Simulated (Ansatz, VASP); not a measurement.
# GaN in VASP and in Ansatz

File INCAR:

```
SYSTEM = GaN
PREC = Accurate
ENCUT = 520
EDIFF = 1E-7
ISMEAR = 0
SIGMA = 0.05
LREAL = .False.
LASPH = .True.
NELM = 80
ALGO = Fast
ISIF = 2
LWAVE = .False.
LCHARG = .False.
GGA = PE
NBANDS = 16
```

The input KPOINTS:

```
regular mesh
0
Gamma
  14 14 14
  0 0 0
```

Contents of POSCAR:

```
GaN
1.0
    0.0000000000      2.1912849188      2.1912849188
    2.1352350000      0.0560499188      2.1352350000
    2.1352350000      2.1352350000      0.0560499188
Ga N
1 1
Direct
    0.0000000000      0.0000000000      0.0000000000
    0.5000000000      0.5000000000      0.5000000000
```

Input for Ansatz:

```yaml
crystal:
  lattice:
    - [0.0, 2.1912849188, 2.1912849188]
    - [2.135235, 0.0560499188, 2.135235]
    - [2.135235, 2.135235, 0.0560499188]
  atoms:
    - { symbol: Ga, position: [0.0, 0.0, 0.0] }
    - { symbol: "N", position: [0.5, 0.5, 0.5] }
basis:
  ecutwfc: 420
kpoints:
  mp_grid: { grid: [14, 14, 14] }
hamiltonian:
  xc: pbe
scf:
  occupations: { method: gaussian, width: 0.05 }
output:
  forces: true
  stress: true
  eigenvalues: true
```

Change from the starting cell: strain +0.0525 x Voigt [0, 0, 0, 1, 0, 0], atoms carried along.

Alike in both runs: task single point; functional PBE; k mesh 14 × 14 × 14; occupations gaussian, width 0.05 eV; no spin polarisation.

```csv
,VASP,Ansatz
version,VASP 6.6.1,Ansatz 0.2.0
potentials or method,"VASP PAW PBE potentials, release 64 (Ga_d, N)","scalar-relativistic, plane waves, PAW"
plane-wave cutoff (eV),520,420
valence electrons in the cell,18,18
```

```tsv
	VASP	Ansatz	Ansatz less VASP
gap on the k mesh at the Fermi level (eV)	0.07	0.08	+0.010
least direct gap on the mesh (eV)	1.98	1.98	-0.002
pressure (GPa)	0.7	-0.1	-0.77
largest component of the traceless stress (GPa)	10.73	10.76	+0.025
```

A k mesh can miss the band edges.
